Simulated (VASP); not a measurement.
## MnO (Manganosite): magnetic moments, functional by functional

Aim: the magnetic moments of MnO (Manganosite) at several levels of theory. The starting structure is a measured crystal structure from the Crystallography Open Database. The reference starts from antiferromagnetic moments, in one pattern that fits into this cell.

Method: Kohn-Sham DFT with plane waves and PAW; PBEsol, LDA, PBE, r2SCAN and PBEsol + spin-orbit coupling, in VASP 6.6.1.

### 1. The starting structure

It takes space group Fm-3m (No. 225, cubic). The conventional cell has a = 4.446 Å, b = 4.446 Å, c = 4.446 Å, α = 90.00°, β = 90.00°, γ = 90.00°. Mn has 6 O at 2.22 Å nearest. O has 6 Mn at 2.22 Å nearest. Farther neighbours and most contacts between anions are not listed.

### 2. Run with PBEsol

PBEsol restores the gradient expansion of exchange and is tuned for the cells of solids.

File INCAR:

```
SYSTEM = MnO
PREC = Accurate
ENCUT = 480
EDIFF = 1E-07
NELM = 200
ISMEAR = 0
SIGMA = 0.05
LREAL = .FALSE.
ALGO = Normal
GGA = PS
NBANDS = 27
ISPIN = 2
MAGMOM = 4.8 -4.8 0 0
LASPH = .TRUE.
LMAXMIX = 4
LORBIT = 11
LWAVE = .FALSE.
LCHARG = .FALSE.
KPAR = 8
```

File POSCAR:

```
MnO
1.0
    0.0000000000      2.2230000000      2.2230000000
    2.2230000000      0.0000000000      2.2230000000
    4.4460000000      4.4460000000      0.0000000000
Mn O
2 2
Direct
    0.0000000000      0.0000000000      0.0000000000
    0.0000000000      0.0000000000      0.5000000000
    0.5000000000      0.5000000000      0.2500000000
    0.5000000000      0.5000000000      0.7500000000
```

File KPOINTS:

```
Automatic mesh
0
Gamma
14 14 14
0 0 0
```

PAW data sets: Mn_pv and O (PBE family, release 64).

Launch:

```console
$ mpirun -np 8 vasp_std
```

Log:

```text
[banner, memory and clock lines left out]
running    8 mpi-ranks, on    1 nodes
 distrk:  each k-point on    1 cores,    8 groups
 distr:  one band on    1 cores,    1 groups

 POSCAR found type information on POSCAR MnO
 POSCAR found :  2 types and       4 ions
|                                                                             |
|           W    W    AA    RRRRR   N    N  II  N    N   GGGG   !!!           |
|           W    W   A  A   R    R  NN   N  II  NN   N  G    G  !!!           |
|           W    W  A    A  R    R  N N  N  II  N N  N  G       !!!           |
|           W WW W  AAAAAA  RRRRR   N  N N  II  N  N N  G  GGG   !            |
|           WW  WW  A    A  R   R   N   NN  II  N   NN  G    G                |
|           W    W  A    A  R    R  N    N  II  N    N   GGGG   !!!           |
|                                                                             |
|     For optimal performance we recommend to set                             |
|       NCORE = 2 up to number-of-cores-per-socket                            |
|     NCORE specifies how many cores store one orbital (NPAR=cpu/NCORE).      |
|     This setting can greatly improve the performance of VASP for DFT.       |
|     The default, NCORE=1 might be grossly inefficient on modern             |
|     multi-core architectures or massively parallel machines. Do your        |
|     Unfortunately you need to use the default for GW and RPA                |
|     calculations (for HF NCORE is supported but not extensively tested      |
|     yet).                                                                   |
|                                                                             |

|                                                                             |
|               ----> ADVICE to this user running VASP <----                  |
|                                                                             |
|     You enforced a specific xc type in the INCAR file but a different       |
|     [... a line on the potential file left out ...]
|     I HOPE YOU KNOW WHAT YOU ARE DOING!                                     |
|                                                                             |

 LDA part: xc-table for (Slater+PW92), standard interpolation
 POSCAR, INCAR and KPOINTS ok, starting setup
 FFT: planning ... GRIDC
 FFT: planning ... GRID_SOFT
 FFT: planning ... GRID
 WAVECAR not read
 entering main loop
       N       E                     dE             d eps       ncg     rms          rms(c)
DAV:   1     0.428364304816E+03    0.42836E+03   -0.20796E+04 31952   0.164E+03
DAV:   2    -0.124074628981E+01   -0.42961E+03   -0.41076E+03 31889   0.475E+02
DAV:   3    -0.382867013306E+02   -0.37046E+02   -0.36349E+02 33760   0.146E+02
DAV:   4    -0.391228307293E+02   -0.83613E+00   -0.83104E+00 34607   0.230E+01
DAV:   5    -0.391323811890E+02   -0.95505E-02   -0.95473E-02 33627   0.269E+00    0.192E+01
DAV:   6    -0.350009474049E+02    0.41314E+01   -0.26260E+01 37681   0.482E+01    0.167E+01
DAV:   7    -0.347362390552E+02    0.26471E+00   -0.30889E+00 33999   0.216E+01    0.108E+01
DAV:   8    -0.347362922590E+02   -0.53204E-04   -0.55982E-01 33550   0.466E+00    0.636E+00
DAV:   9    -0.347060222821E+02    0.30270E-01   -0.48749E-02 38410   0.308E+00    0.157E+00
DAV:  10    -0.347082633965E+02   -0.22411E-02   -0.24002E-02 33512   0.147E+00    0.285E-01
DAV:  11    -0.347092449058E+02   -0.98151E-03   -0.11880E-03 33414   0.347E-01    0.978E-02
DAV:  12    -0.347093062303E+02   -0.61325E-04   -0.88023E-05 33850   0.740E-02    0.404E-02
DAV:  13    -0.347093232349E+02   -0.17005E-04   -0.20949E-05 37121   0.506E-02    0.203E-02
DAV:  14    -0.347093224915E+02    0.74332E-06   -0.61401E-06 34739   0.321E-02    0.663E-03
DAV:  15    -0.347093224468E+02    0.44692E-07   -0.57719E-06 33498   0.152E-02    0.327E-03
DAV:  16    -0.347093222858E+02    0.16104E-06   -0.28724E-07 27508   0.479E-03    0.203E-03
DAV:  17    -0.347093222716E+02    0.14236E-07   -0.10846E-07 16836   0.221E-03
   1 F= -.34709322E+02 E0= -.34709322E+02  d E =-.398043E-27  mag=    -0.0000
```

Run time: 1.9 min. Hardware: 8 MPI ranks of AMD EPYC 7R43, shared host; peak memory 4 GiB; 15 min of CPU time.

Lines that name or quote the potential files are left out of all logs, and their timing lines are given in words.

From OUTCAR (step 2):

```text
ion  position               nearest neighbor table
   1  0.000  0.000  0.000-   4 2.22   3 2.22   4 2.22   3 2.22   4 2.22   3 2.22   2 3.14   2 3.14
                             2 3.14   2 3.14   2 3.14   2 3.14
   2  0.000  0.000  0.500-   3 2.22   3 2.22   4 2.22   3 2.22   4 2.22   4 2.22   1 3.14   1 3.14
                             1 3.14   1 3.14   1 3.14   1 3.14
   3  0.500  0.500  0.250-   1 2.22   1 2.22   2 2.22   1 2.22   2 2.22   2 2.22
   4  0.500  0.500  0.750-   2 2.22   1 2.22   2 2.22   1 2.22   2 2.22   1 2.22

  LATTYP: Found a trigonal (rhomboedric) cell.
 ALAT       =     5.4452156982
 COS(alpha) =     0.8333333333

 Subroutine GETGRP returns: Found 12 space group operations
 (whereof 12 operations were pure point group operations)

The static configuration has the point symmetry D_3d.

 Found    288 irreducible k-points:

   k-points           NKPTS =    288   k-points in BZ     NKDIM =    288   number of bands    NBANDS=     27

   dimension x,y,z NGX =    24 NGY =   24 NGZ =   48
   dimension x,y,z NGXF=    48 NGYF=   48 NGZF=   96

   ENCUT  =  480.0 eV  35.28 Ry    5.94 a.u.   5.62  5.62 11.23*2*pi/ulx,y,z

   NELECT =      38.0000    total number of electrons

 k-points in reciprocal lattice and weights: Automatic mesh
   0.00000000  0.00000000  0.00000000       0.000
   0.07142857  0.00000000  0.00000000       0.002
   0.14285714  0.00000000  0.00000000       0.002
   0.21428571  0.00000000  0.00000000       0.002
   0.28571429  0.00000000  0.00000000       0.002
   0.35714286  0.00000000  0.00000000       0.002
   0.42857143  0.00000000  0.00000000       0.002
   0.50000000  0.00000000  0.00000000       0.001
   0.07142857  0.07142857  0.00000000       0.002
[...]
0.00000000  0.00000000  0.50000000       0.000
   0.50000000  0.00000000  0.50000000       0.001

 average (electrostatic) potential at core
       1 -67.1233       2 -67.1233       3 -68.9011       4 -68.9011

 E-fermi :   7.0203

 spin component 1
 k-point     1 :       0.0000    0.0000    0.0000
  band No.  band energies     occupation
    ...
     15       4.6061      1.00000
     16       4.6061      1.00000
     17       4.8103      1.00000
     18       5.9800      1.00000
     19       5.9800      1.00000
     20       7.4217      0.00000
     21       8.8103      0.00000
     22       8.8103      0.00000
     23       8.8139      0.00000
     24      10.2275      0.00000
    ...

 k-point     2 :       0.0714    0.0000    0.0000
  band No.  band energies     occupation
    ...
     15       4.6674      1.00000
     16       4.7021      1.00000
     17       4.8732      1.00000
     18       6.0843      1.00000
     19       6.0861      1.00000
     20       7.7743      0.00000
     21       8.7217      0.00000
     22       8.8438      0.00000
     23       8.8499      0.00000
     24      10.0707      0.00000
    ...

 k-point     3 :       0.1429    0.0000    0.0000
  band No.  band energies     occupation
    ...
     15       4.6757      1.00000
     16       4.8522      1.00000
     17       4.9891      1.00000
     18       6.3027      1.00000
     19       6.3151      1.00000
     20       8.4427      0.00000
     21       8.6114      0.00000
     22       8.9607      0.00000
     23       8.9792      0.00000
     24       9.9060      0.00000
    ...

 k-point     4 :       0.2143    0.0000    0.0000
  band No.  band energies     occupation
    ...
     15       4.6224      1.00000
     16       4.9886      1.00000
     17       5.1033      1.00000
     18       6.4899      1.00000
     19       6.5041      1.00000
     20       8.3178      0.00000
     21       8.9515      0.00000
     22       9.1174      0.00000
     23       9.6166      0.00000
     24       9.8869      0.00000
    ...

 k-point     5 :       0.2857    0.0000    0.0000
  band No.  band energies     occupation
    ...
     15       4.5053      1.00000
     16       5.1049      1.00000
     17       5.2178      1.00000
     18       6.5539      1.00000
     19       6.5743      1.00000
     20       8.2009      0.00000
     21       9.1329      0.00000
     22       9.2846      0.00000
     23       9.9951      0.00000
     24      10.0500      0.00000
    ...

 k-point     6 :       0.3571    0.0000    0.0000
  band No.  band energies     occupation
    ...
     15       4.3139      1.00000
     16       5.1876      1.00000
     17       5.3214      1.00000
     18       6.4819      1.00000
     19       6.5675      1.00000
     20       8.1776      0.00000
     21       9.3189      0.00000
     22       9.4377      0.00000
     23      10.1911      0.00000
     24      10.1972      0.00000
    ...

  Total       -2.1225161     -2.1225161     -2.1225161     -0.4826922      0.4826922      0.4826922
  in kB      -77.3897043    -77.3897043    -77.3897043    -17.5995863     17.5995863     17.5995863
  external PRESSURE =     -77.3897043 kB  Pullay stress =       0.0000000 kB

  energy-cutoff  :      480.00
  volume of cell :       43.94
      direct lattice vectors                 reciprocal lattice vectors
     0.000000000  2.223000000  2.223000000    -0.224921278  0.224921278  0.224921278
     2.223000000  0.000000000  2.223000000     0.224921278 -0.224921278  0.224921278
     4.446000000  4.446000000  0.000000000     0.112460639  0.112460639 -0.112460639

 POSITION                                       TOTAL-FORCE (eV/Angst)
 -----------------------------------------------------------------------------------
      0.00000      0.00000      0.00000         0.000000      0.000000      0.000000
      2.22300      2.22300      0.00000        -0.000000      0.000000      0.000000
      2.22300      2.22300      2.22300        -0.000000     -0.000000      0.000000
      4.44600      4.44600      2.22300        -0.000000     -0.000000     -0.000000
 -----------------------------------------------------------------------------------
    total drift:                                0.000000     -0.000000     -0.000000

  FREE ENERGIE OF THE ION-ELECTRON SYSTEM (eV)
  ---------------------------------------------------
  free  energy   TOTEN  =       -34.7093222716 eV

  energy  without entropy=      -34.7093222716  energy(sigma->0) =      -34.70932227

 total charge
# of ion       s       p       d       tot
------------------------------------------
    1        0.203   6.179   4.978  11.359
    2        0.203   6.179   4.978  11.359
    3        1.561   3.394   0.000   4.955
    4        1.561   3.394   0.000   4.955
--------------------------------------------------
tot          3.529  19.146   9.955  32.630

 magnetization (x)
# of ion       s       p       d       tot
------------------------------------------
    1        0.014   0.016   4.287   4.316
    2       -0.014  -0.016  -4.287  -4.316
    3        0.000   0.000   0.000   0.000
    4        0.000   0.000   0.000   0.000
--------------------------------------------------
tot          0.000   0.000   0.000   0.000

[... 1 further part left out ...]
```

The PAW data sets were made with PBE, which is usual practice but a small mismatch for other functionals. At this level the cell is under a tension of 7.7 GPa, so at these settings it is away from equilibrium.

PBEsol: the moments inside the Mn spheres have a mean size of 4.32 μB, and the cell carries 0.00 μB, with a gap of 0.76 eV on the mesh.

### 3. Run with LDA

LDA, the lowest rung, knows the local density alone.

INCAR, as its differences from that of step 2:

```diff
@@ -9,3 +9,3 @@
 ALGO = Normal
-GGA = PS
+GGA = CA
 NBANDS = 27
```

POSCAR is that of step 2.

KPOINTS is that of step 2.

The projector-augmented-wave data sets are Mn_pv and O (LDA family, release 64).

Launch:

```console
$ mpirun -np 8 vasp_std
```

Log:

```text
[banner, memory and clock lines left out]
running    8 mpi-ranks, on    1 nodes
[...]
[... a notice as in an earlier step ...]

 LDA part: xc-table for (Slater(with rela. corr.)+CA(PZ))
 , standard interpolation
 POSCAR, INCAR and KPOINTS ok, starting setup
[...]
entering main loop
       N       E                     dE             d eps       ncg     rms          rms(c)
DAV:   1     0.428317303822E+03    0.42832E+03   -0.20748E+04 31816   0.164E+03
DAV:   2    -0.239692705132E+01   -0.43071E+03   -0.41205E+03 31960   0.475E+02
DAV:   3    -0.392777271349E+02   -0.36881E+02   -0.36183E+02 33678   0.146E+02
DAV:   4    -0.401070120039E+02   -0.82928E+00   -0.82436E+00 34603   0.230E+01
[...]
DAV:  14    -0.353940278210E+02   -0.15050E-05   -0.51813E-06 34019   0.348E-02    0.388E-03
DAV:  15    -0.353940280507E+02   -0.22972E-06   -0.11297E-06 33120   0.683E-03    0.164E-03
DAV:  16    -0.353940280314E+02    0.19273E-07   -0.38317E-08 17358   0.215E-03
   1 F= -.35394028E+02 E0= -.35394028E+02  d E =-.143360E-25  mag=     0.0000
```

The job ended after 1.9 min (8 MPI ranks; peak memory 3.8 GiB).

Parts of OUTCAR (step 3):

```text
  Total       -4.0644934     -4.0644934     -4.0644934     -0.4911185      0.4911185      0.4911185
  in kB     -148.1967303   -148.1967303   -148.1967303    -17.9068200     17.9068200     17.9068200
  external PRESSURE =    -148.1967303 kB  Pullay stress =       0.0000000 kB

 POSITION                                       TOTAL-FORCE (eV/Angst)
 -----------------------------------------------------------------------------------
      0.00000      0.00000      0.00000         0.000000     -0.000000      0.000000
      2.22300      2.22300      0.00000         0.000000     -0.000000      0.000000
      2.22300      2.22300      2.22300         0.000000      0.000000      0.000000
      4.44600      4.44600      2.22300        -0.000000      0.000000     -0.000000
 -----------------------------------------------------------------------------------
    total drift:                                0.000000     -0.000000     -0.000000

  FREE ENERGIE OF THE ION-ELECTRON SYSTEM (eV)
  ---------------------------------------------------
  free  energy   TOTEN  =       -35.3940280314 eV

  energy  without entropy=      -35.3940280314  energy(sigma->0) =      -35.39402803

 magnetization (x)
# of ion       s       p       d       tot
------------------------------------------
    1        0.009   0.010   4.225   4.244
    2       -0.009  -0.010  -4.225  -4.244
    3        0.000   0.000   0.000   0.000
    4        0.000   0.000   0.000   0.000
--------------------------------------------------
tot          0.000   0.000   0.000   0.000

[... 2 parts as in an earlier step ...]

[... 1 further part left out ...]
[key lines of the parts left out:]
E-fermi :   6.9397
```

LDA: the moments inside the Mn spheres have a mean size of 4.24 μB, and the cell carries 0.00 μB, with a gap of 0.73 eV on the mesh.

### 4. Run with PBE

PBE, the usual starting point, adds the gradient of the density.

INCAR, as its differences from that of step 3:

```diff
@@ -9,3 +9,3 @@
 ALGO = Normal
-GGA = CA
+GGA = PE
 NBANDS = 27
```

POSCAR is that of step 3.

KPOINTS is that of step 3.

PAW data sets: Mn_pv and O (PBE family, release 64).

Launch:

```console
$ mpirun -np 8 vasp_std
```

Log:

```text
[banner, memory and clock lines left out]
running    8 mpi-ranks, on    1 nodes
[...]
[... a notice as in an earlier step ...]

 LDA part: xc-table for (Slater+PW92), standard interpolation
 POSCAR, INCAR and KPOINTS ok, starting setup
[...]
entering main loop
       N       E                     dE             d eps       ncg     rms          rms(c)
DAV:   1     0.431593082848E+03    0.43159E+03   -0.20863E+04 31944   0.164E+03
DAV:   2     0.276320088336E+00   -0.43132E+03   -0.41212E+03 31974   0.475E+02
DAV:   3    -0.370107473536E+02   -0.37287E+02   -0.36615E+02 33693   0.147E+02
DAV:   4    -0.378310469025E+02   -0.82030E+00   -0.81593E+00 34484   0.228E+01
[...]
DAV:  14    -0.331105659916E+02   -0.60475E-06   -0.54044E-06 33771   0.337E-02    0.416E-03
DAV:  15    -0.331105663930E+02   -0.40143E-06   -0.34330E-06 34735   0.113E-02    0.257E-03
DAV:  16    -0.331105663085E+02    0.84505E-07   -0.16923E-07 23831   0.433E-03
   1 F= -.33110566E+02 E0= -.33110566E+02  d E =-.216158E-15  mag=    -0.0000
```

Elapsed: 2 min, on 8 MPI ranks; peak memory 3.9 GiB; 16 min of CPU time.

From OUTCAR (step 4):

```text
  Total       -0.2772474     -0.2772474     -0.2772474     -0.4794721      0.4794721      0.4794721
  in kB      -10.1088016    -10.1088016    -10.1088016    -17.4821775     17.4821775     17.4821775
  external PRESSURE =     -10.1088016 kB  Pullay stress =       0.0000000 kB

 POSITION                                       TOTAL-FORCE (eV/Angst)
 -----------------------------------------------------------------------------------
      0.00000      0.00000      0.00000         0.000000      0.000000      0.000000
      2.22300      2.22300      0.00000        -0.000000      0.000000     -0.000000
      2.22300      2.22300      2.22300         0.000000      0.000000      0.000000
      4.44600      4.44600      2.22300        -0.000000     -0.000000      0.000000
 -----------------------------------------------------------------------------------
    total drift:                                0.000000     -0.000000     -0.000000

  FREE ENERGIE OF THE ION-ELECTRON SYSTEM (eV)
  ---------------------------------------------------
  free  energy   TOTEN  =       -33.1105663085 eV

  energy  without entropy=      -33.1105663085  energy(sigma->0) =      -33.11056631

 magnetization (x)
# of ion       s       p       d       tot
------------------------------------------
    1        0.016   0.016   4.302   4.333
    2       -0.016  -0.016  -4.302  -4.333
    3        0.000   0.000   0.000   0.000
    4        0.000   0.000   0.000   0.000
--------------------------------------------------
tot          0.000   0.000   0.000   0.000

[... 2 parts as in an earlier step ...]

[... 1 further part left out ...]
[key lines of the parts left out:]
E-fermi :   7.0281
```

PBE: the moments inside the Mn spheres have a mean size of 4.33 μB, and the cell carries 0.00 μB, with a gap of 0.88 eV on the mesh.

(Part 1 of 2 ends here.)

[Lines on the potential files, build, host, timing and source positions are cut from VASP's logs without a mark.]

[Logs are printed without paths, hosts, clocks, repeated set-up lines and the standing remarks that a program may print on its own settings, such as how far it seeks lower states.]

[Hosts, paths, dates, database ids (printed as entryN), source tags and the programs' standing remarks are cut or masked in the printed files.]
